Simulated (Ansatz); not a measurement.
**Se (diamond): energy against volume**

Theory: DFT, revPBE, plane waves (420 eV) with PAW, scalar-relativistic in Ansatz. The PAW files were generated under PBE, with cores re-solved for the functional.

The cell is scaled uniformly from the relaxed one, with fractional coordinates and shape fixed. Energies are extrapolated to zero smearing, pressures are those at the given smearing. Magnetic state: spin not included.

A Birch-Murnaghan fit gives V₀ = 32.61 Å³/atom, B₀ = 36 GPa, B₀′ = 4.2.

(1) What are the energy above the minimum and the pressure at 28.737 Å³/atom?

(2) What are the energy above the minimum and the pressure at 31.349 Å³/atom?

(3) What are the energy above the minimum and the pressure at 33.961 Å³/atom?

Results:

(1) 63.4 meV/atom and 5.87 GPa as computed.

(2) 5.8 meV/atom and 1.55 GPa as computed.

(3) 5.8 meV/atom and -1.30 GPa as computed.
